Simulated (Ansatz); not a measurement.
A run of Ansatz 0.2.0 is set up as follows.

input.yaml

```yaml
crystal:
  lattice:
    - [0.0, 3.018, 3.018]
    - [3.018, 0.0, 3.018]
    - [3.018, 3.018, 0.0]
  atoms:
    - { symbol: In, position: [0.0, 0.0, 0.0] }
    - { symbol: As, position: [0.75, 0.75, 0.75] }
kpoints:
  mp_grid: { grid: [8, 8, 8] }
  band_path:
    path:
      - [0.0, 0.0, 0.0]
      - [0.5, 0.0, 0.5]
      - [0.5, 0.25, 0.75]
      - [0.375, 0.375, 0.75]
      - [0.0, 0.0, 0.0]
      - [0.5, 0.5, 0.5]
      - [0.625, 0.25, 0.625]
      - [0.5, 0.25, 0.75]
    npoints: 12
scf:
  occupations: { method: fermi_dirac, width: 0.05 }
hamiltonian:
  xc: pbesol
  pseudopotentials: { kind: all_electron, lapw: { basis_error: 0.001 } }
output:
  forces: true
  stress: true
  eigenvalues: true
```

Potentials or basis: all-electron LAPW, scalar-relativistic.

Launch:

```sh
$ ansatz run input.yaml --threads 1 --pin off --max-ram 3072MiB --backend cpu --events-out ev --progress --plain --runs-dir out
```

(1) Estimate the band gap along the path.

(2) What does it give for the pressure?

Answers

(1) none (metal or under the smearing width).

(2) 1.5 GPa.

Caveat: spin-orbit coupling is left out, which moves the levels of the heavy elements.

**Experimental background.**

A printed reference work, data compilation reports, for a bulk crystal of InAs at 4.2 K: band gap 0.418 eV (direct).

Measured gap of InAs: 0.418 eV (direct; 4.2 K; a printed reference work, data compilation). This calculation gives 0.00 eV (-0.42 eV). Spin-orbit coupling on As, In is left out. The value is that of PBEsol, without temperature or zero-point motion. Semilocal functionals fall short of measured gaps as a rule.
